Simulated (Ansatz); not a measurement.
# C: the cost of one run

Method: DFT PBEsol, scalar-relativistic, plane waves, PAW, in Ansatz 0.2.0.

A COD entry behind a cell of this session may itself be a prediction, so a difference from it is no test against experiment.

1 further run of the same task is left out (set aside as unsound or not needed).

## (1) The structure to begin with

The structure is trigonal, space group R-3m (No. 166). The conventional cell has a = 2.507 Å, b = 2.507 Å, c = 30.950 Å, α = 90.00°, β = 90.00°, γ = 120.00°. Around C (site symmetry 3m) lie 4 C at 1.54 Å. Around C (site symmetry 3m) lie 4 C at 1.54 to 1.56 Å.

Coordinates:

```xyz
10
Lattice="1.2534 0.7237 10.3166 -1.2534 0.7237 10.3166 0.0000 -1.4473 10.3166" Properties=species:S:1:pos:R:3 pbc="T T T"
C     0.0000    0.0000    0.7682
C     0.0000    0.0000   30.1815
C     0.0000    0.0000    3.3639
C     0.0000    0.0000   27.5859
C     0.0000    0.0000    4.9014
C     0.0000    0.0000   26.0484
C     0.0000    0.0000   11.6019
C     0.0000    0.0000   19.3478
C     0.0000    0.0000   13.1635
C     0.0000    0.0000   17.7862
```

It is the result of an earlier relaxation at this level (volume 5.61 Å³/atom; gap on the mesh: 4.38 eV).

## (2) The reference: the undisturbed cell on the scan's mesh

Input file input.yaml:

```yaml
crystal:
  lattice:
    - [1.2534231687, 0.7236642039, 10.3165783492]
    - [-1.2534231687, 0.7236642039, 10.3165783492]
    - [0.0, -1.4473284077, 10.3165783492]
  atoms:
    - { symbol: C, position: [0.0248215789, 0.0248215789, 0.0248215789] }
    - { symbol: C, position: [0.9751784211, 0.9751784211, 0.9751784211] }
    - { symbol: C, position: [0.1086886328, 0.1086886328, 0.1086886328] }
    - { symbol: C, position: [0.8913113672, 0.8913113672, 0.8913113672] }
    - { symbol: C, position: [0.158365367, 0.158365367, 0.158365367] }
    - { symbol: C, position: [0.841634633, 0.841634633, 0.841634633] }
    - { symbol: C, position: [0.374863656, 0.374863656, 0.374863656] }
    - { symbol: C, position: [0.625136344, 0.625136344, 0.625136344] }
    - { symbol: C, position: [0.4253184939, 0.4253184939, 0.4253184939] }
    - { symbol: C, position: [0.5746815061, 0.5746815061, 0.5746815061] }
basis:
  ecutwfc: 420
kpoints:
  mp_grid: { grid: [12, 12, 12] }
hamiltonian:
  xc: pbesol
scf:
  occupations: { method: gaussian, width: 0.05 }
output:
  forces: true
  stress: true
  eigenvalues: true
  write_density: true
  write_potential: true
  elf: true
  volumetric_format: npy
```

The run is started by

```sh
> ansatz run input.yaml --threads 2 --pin off --max-ram 5120MiB --backend cpu --events-out ev --progress --plain --runs-dir out
```

**Question.** How long does this run take on 2 threads of Intel Xeon at 2.70GHz, shared host, and how much memory does it need?

About 21 s, with a peak of 0.53 GiB.
